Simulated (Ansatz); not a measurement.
**KI: a vibration from a frozen displacement**

Theory: Ansatz 0.2.0, DFT PBE, scalar-relativistic, plane waves, PAW. Cutoff 420 eV, Γ-centred 6×6×6 k-points, Gaussian smearing of 0.05 eV. Spin–orbit coupling is left out, which matters for the heavy elements here. No spin polarisation. Energies are free energies at this smearing, counted from the undisturbed cell; pressure is positive in compression.

The undisturbed cell (as given, not relaxed at this level; it stands at 0.7 GPa):

```xyz
2
Lattice="0.0000 3.5246 3.5246 3.5246 0.0000 3.5246 3.5246 3.5246 0.0000" Properties=species:S:1:pos:R:3 pbc="T T T"
K     0.0000    0.0000    0.0000
I     3.5246    3.5246    3.5246
```

Every I atom is moved by x along the Cartesian unit vector (0.000, 0.000, -1.000); the cell and all other atoms stay fixed. The cell's volume is 87.57 Å³; the moved atoms weigh 126.904 u together and the others 39.098 u. Some rows repeat others by symmetry and weren't run.

```csv
x (Å),ΔE (meV/cell),total force on the moved atoms along the move (eV/Å),pressure (GPa)
-0.2000,23.52,0.2474,0.8482
-0.1750,17.79,0.2115,0.8081
-0.1500,12.93,0.1776,0.7737
-0.1250,8.90,0.1454,0.7450
-0.1000,5.65,0.1146,0.7216
-0.0750,3.16,0.0850,0.7036
-0.0500,1.40,0.0562,0.6908
-0.0250,0.35,0.0279,0.6831
0.0000,0.00,0.0000,0.6806
0.0250,0.35,-0.0279,0.6831
0.0500,1.40,-0.0562,0.6908
0.0750,3.16,-0.0850,0.7036
0.1000,5.65,-0.1146,0.7216
0.1250,8.90,-0.1454,0.7450
0.1500,12.93,-0.1776,0.7737
0.1750,17.79,-0.2115,0.8081
0.2000,23.52,-0.2474,0.8482
```

What frequency belongs to this motion?

The force constant is k = −dF/dx = 1.116 eV/Å², from the parabola through x = -0.0250, 0 and 0.0250. In every cell the moved atoms swing against the rest, so the mass is μ = m₁m₂/(m₁ + m₂) = 29.890 u, and ν̃ = 521.5 cm⁻¹ × √(|k|/μ) = 101 cm⁻¹. To first order in x, and within 1 %, the force on every atom lies along the move and, within each of the two groups, in proportion to the atom's mass, so this is itself a mode at the zone centre of this cell, taken without macroscopic field (the transverse frequency in a polar insulator).

How far does the harmonic law reach?

At x = -0.200 Å, kx²/2 = 22.32 meV against the computed 23.52 meV (+5.4 %): the well is still close to harmonic there.